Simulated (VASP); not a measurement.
Input of a VASP 6.6.1 run:

POSCAR

```
CO2
1.0
    2.6359110000     -2.3873780000      0.0000000000
    2.6359110000      2.3873780000      0.0000000000
    0.0000000000      0.0000000000      6.5871750000
C O
2 4
Direct
    0.0000000000      0.0000000000      0.0000000000
    0.5000000000      0.5000000000      0.5000000000
    0.8065090000      0.1934910000      0.8918430000
    0.1934910000      0.8065090000      0.1081570000
    0.6934910000      0.3065090000      0.3918430000
    0.3065090000      0.6934910000      0.6081570000
```

Contents of INCAR.step1:

```
SYSTEM = CO2
PREC = Accurate
ENCUT = 520
ISMEAR = 0
SIGMA = 0.01
LREAL = .FALSE.
LASPH = .TRUE.
NELM = 100
NBANDS = 25
GGA = PE
ALGO = Normal
EDIFF = 1E-4
LWAVE = .TRUE.
LCHARG = .FALSE.
```

Contents of INCAR.step2:

```
SYSTEM = CO2
PREC = Accurate
ENCUT = 520
EDIFF = 1E-6
ISMEAR = 0
SIGMA = 0.01
LREAL = .FALSE.
LASPH = .TRUE.
NELM = 100
ALGO = Normal
ISIF = 2
LWAVE = .FALSE.
LCHARG = .FALSE.
METAGGA = R2SCAN
LMIXTAU = .TRUE.
NBANDS = 25
ISTART = 1
```

The input KPOINTS:

```
regular mesh
0
G
  5 5 2
  0 0 0
```

Potentials or basis: VASP PAW PBE potentials, release 64 (C, O).

Run with:

```bash
$ cat potpaw_PBE.64/C/POTCAR potpaw_PBE.64/O/POTCAR > POTCAR
$ cp INCAR.step1 INCAR
$ mpirun -np 1 vasp_std > vasp.out
$ cp INCAR.step2 INCAR
$ mpirun -np 1 vasp_std > vasp.out
```

(1) Estimate the pressure.

(2) What does it give for the band gap on the k mesh?

(3) Estimate the largest force.

Results:

(1) 0.4 GPa.

(2) 7.27 eV, indirect (least direct gap 7.79 eV).

(3) 0.055 eV/Å.

Caveat: the k mesh is coarse (spacing up to 0.48 Å⁻¹), so the values aren't converged; the standard files for N, O and F lose accuracy on very short bonds; the PAW data sets were made with another functional, which shifts forces and pressure a little; an odd mesh through Γ misses points on the zone boundary, where band edges often lie.
